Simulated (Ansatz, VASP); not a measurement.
## Te: VASP beside Ansatz

```xyz
3
Lattice="4.7306 0.0000 0.0000 -2.3653 4.0968 0.0000 0.0000 0.0000 6.2938" Properties=species:S:1:pos:R:3 pbc="T T T"
Te    1.1059    0.0000    2.0979
Te   -0.5530    0.9577    4.1958
Te    1.8123    3.1391    0.0000
```

Change from the starting cell: hydrostatic strain +5.8%.

Alike in both runs: task single point; functional PBE; k mesh 6 × 6 × 4; occupations fermi-dirac, width 0.02 eV; no spin polarisation.

```csv
,VASP,Ansatz
version,VASP 6.6.1,Ansatz 0.2.0
potentials or method,"VASP PAW PBE potentials, release 64 (Te)","plane waves, PAW"
plane-wave cutoff (eV),520,420
valence electrons in the cell,18,48
```

Ansatz gave:

* pressure (GPa): -1.4
* largest component of the traceless stress (GPa): 1.47
* rms of the force components (eV/Å): 0.104

Task: What did VASP give for the same quantities?

Result: Pressure (GPa): -1.4; largest component of the traceless stress (GPa): 1.44; rms of the force components (eV/Å): 0.110.

Atom by atom the forces differ by 0.006 eV/Å (rms over components). The two sets of potentials don't hold the same shells in valence.
